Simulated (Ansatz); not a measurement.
**ZnSe (Stilleite): band structure with PBE**

**The experiment to reproduce.**

“Alloy Disordering Effects on the Thermal Conductivity and Energy Gap Temperature Dependence of Cd1−xZnxSe Ternary Crystals Grown by the Bridgman Method”, 2023, pmc:10253836 reports, for a bulk crystal of ZnSe at 300 K: band gap 2.695 ± 0.003 eV (an exciton energy, a little under the gap).

ZnSe (Stilleite):

```
Se Zn
1.0
     0.00000    2.83380    2.83380
     2.83380    0.00000    2.83380
     2.83380    2.83380    0.00000
Se Zn
1 1
Direct
  0.75000 0.75000 0.75000
  0.00000 0.00000 0.00000
```

- Program: Ansatz 0.2.0
- Task: band structure
- Functional: PBE
- Potentials or basis: all-electron LAPW, scalar-relativistic
- Cutoff: 311 eV (chosen from the basis error)
- Basis error allowed: 0.001 eV/atom
- k mesh: 8 × 8 × 8
- Occupations: fermi-dirac, width 0.05 eV
- Spin: no spin polarisation

```json
{
 "Pressure": "2.1 GPa",
 "Band gap on the k mesh": "1.29 eV, direct",
 "Band gap along the path": "1.29 eV, direct"
}
```

Levels at the corners of the path, in eV from the valence-band top:
```csv
point,band 19,band 20,band 21,band 22,band 23,band 24,band 25,band 26
Γ,-6.17,0.00,0.00,0.00,1.29,5.81,5.81,5.81
X,-5.99,-4.75,-2.18,-2.18,2.99,3.47,10.73,11.25
W,-5.87,-4.68,-2.76,-2.66,5.48,5.56,6.97,7.71
K,-5.90,-4.71,-3.08,-1.79,3.59,5.60,9.05,9.28
Γ,-6.17,0.00,0.00,0.00,1.29,5.81,5.81,5.81
L,-6.01,-5.22,-0.87,-0.87,2.55,6.39,6.39,8.57
U,-5.90,-4.71,-3.08,-1.79,3.59,5.60,9.05,9.28
W,-5.87,-4.68,-2.76,-2.66,5.48,5.56,6.97,7.71
```

Run time: 21 s on 1 thread of Arm Neoverse V1 (shared host), peak memory 0.29 GiB.

Against the measured gap of ZnSe, 2.695 eV (an exciton energy, a little under the gap; 300 K; “Alloy Disordering Effects on the Thermal Conductivity and Energy Gap Temperature Dependence of Cd1−xZnxSe Ternary Crystals Grown by the Bridgman Method”, 2023, pmc:10253836), the calculated 1.29 eV is off by -1.40 eV. So large a miss can be the level of theory's own, or it may mean another phase, state or a wrong row. Spin-orbit coupling on Se is left out. The value is that of PBE, without temperature or zero-point motion. Semilocal functionals fall short of measured gaps as a rule.
